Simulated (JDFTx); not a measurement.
# Ti under changes of volume

One of the cells (16.731 Å³/atom); the others are scaled copies at fixed shape and fractional positions:

```
CELL_PARAMETERS angstrom
0.00000 2.03000 2.03000
2.03000 0.00000 2.03000
2.03000 2.03000 0.00000
ATOMIC_POSITIONS crystal
Ti 0.00000 0.00000 0.00000
```

This isn't the form of Ti at room conditions, which is hcp.

| Item | Value |
| --- | --- |
| Program | JDFTx 1.7.0 (patched build) |
| Functional | PBE |
| Potentials or basis | PseudoDojo-SR-PBE-0.5-standard |
| Cutoff | 1143 eV |
| Density cutoff | 4572 eV |
| k mesh | 11 × 11 × 11 |
| Occupations | fermi-dirac, width 0.05 eV |
| Spin | no spin polarisation |

```csv
volume (Å³/atom),energy over the lowest point (meV/atom),pressure (GPa)
15.727,58.45,12.6
16.062,35.68,9.5
16.396,18.98,6.9
16.731,7.79,4.3
17.065,1.60,2.0
17.400,0.00,-0.1
17.735,?,?
```

**Question.** What does the run at 17.735 Å³/atom give?

**Answer.** Energy over the lowest point 2.61 meV/atom; pressure -2.1 GPa.

Worked out: A Birch-Murnaghan fit of order 3 (a polynomial in V^(-2/3)) to the other rows has its minimum at 17.36 Å³/atom with B0 = V·E''(V) = 105 GPa and B' = 3.7. It gives 2.58 meV/atom at 17.735 Å³/atom, against the run's 2.61, and -dE/dV = -2.2 GPa, against -2.1.

Energies are extrapolated to zero smearing.
